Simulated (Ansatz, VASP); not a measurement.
This is a calculation of Al3Au for Ansatz 0.2.0.

input.yaml

```yaml
crystal:
  lattice:
    - [-2.0650554965, 2.0650554965, 4.1361613754]
    - [2.0650554965, -2.0650554965, 4.1361613754]
    - [2.0650554965, 2.0650554965, -4.1361613754]
  atoms:
    - { symbol: Au, position: [0.0, 0.0, 0.0] }
    - { symbol: Al, position: [0.5, 0.5, 0.0] }
    - { symbol: Al, position: [0.25, 0.75, 0.5] }
    - { symbol: Al, position: [0.75, 0.25, 0.5] }
kpoints:
  mp_grid: { grid: [9, 9, 9] }
scf:
  occupations: { method: fermi_dirac, width: 0.05 }
hamiltonian:
  xc: pbesol
  pseudopotentials: { kind: all_electron, lapw: { basis_error: 0.001 } }
output:
  forces: true
  stress: true
  eigenvalues: true
```

Potentials or basis: all-electron LAPW, scalar-relativistic.

The run is started by

```sh
$ ansatz run input.yaml --threads 2 --pin off --max-ram 8192MiB --backend cpu --events-out ev --progress --plain --runs-dir out
```

Translate it to VASP 6.6.1. Potentials there: VASP PAW PBE potentials, release 64 (Au, Al).

As run (the cutoff follows the program's own potentials):

File INCAR:

```
SYSTEM = Al3Au
PREC = Accurate ; ENCUT = 520
EDIFF = 1E-6 ; ISMEAR = -1
SIGMA = 0.05 ; LREAL = .False.
LASPH = .True. ; NELM = 80
ALGO = Normal ; ISIF = 2
LWAVE = .False. ; LCHARG = .False.
GGA = PS ; NBANDS = 18
```

File KPOINTS:

```
regular mesh
0
Gamma
  9 9 9
  0 0 0
```

POSCAR

```
Al3Au
1.0
   -2.0650554965      2.0650554965      4.1361613754
    2.0650554965     -2.0650554965      4.1361613754
    2.0650554965      2.0650554965     -4.1361613754
Au Al
1 3
Direct
    0.0000000000      0.0000000000      0.0000000000
    0.5000000000      0.5000000000      0.0000000000
    0.2500000000      0.7500000000      0.5000000000
    0.7500000000      0.2500000000      0.5000000000
```

Potentials or basis: VASP PAW PBE potentials, release 64 (Au, Al).

Launch:

```sh
$ cat potpaw_PBE.64/Au/POTCAR potpaw_PBE.64/Al/POTCAR > POTCAR
$ mpirun -np 1 vasp_std > vasp.out
```

Both were run:

|  | VASP | Ansatz | Ansatz less VASP |
| --- | --- | --- | --- |
| gap on the k mesh at the Fermi level (eV) | none | none | - |
| pressure (GPa) | -7.2 | -7.2 | +0.03 |
| largest component of the traceless stress (GPa) | 0.22 | 0.23 | +0.012 |

A gap of «none» marks a metal or a gap that the smearing closes. Ansatz ran all-electron here, so the differences hold the error of VASP's frozen core and of both bases.

Caveats: the PAW data sets were made with another functional, which shifts forces and pressure a little (VASP). Spin-orbit coupling is left out, which matters for the levels of Au.
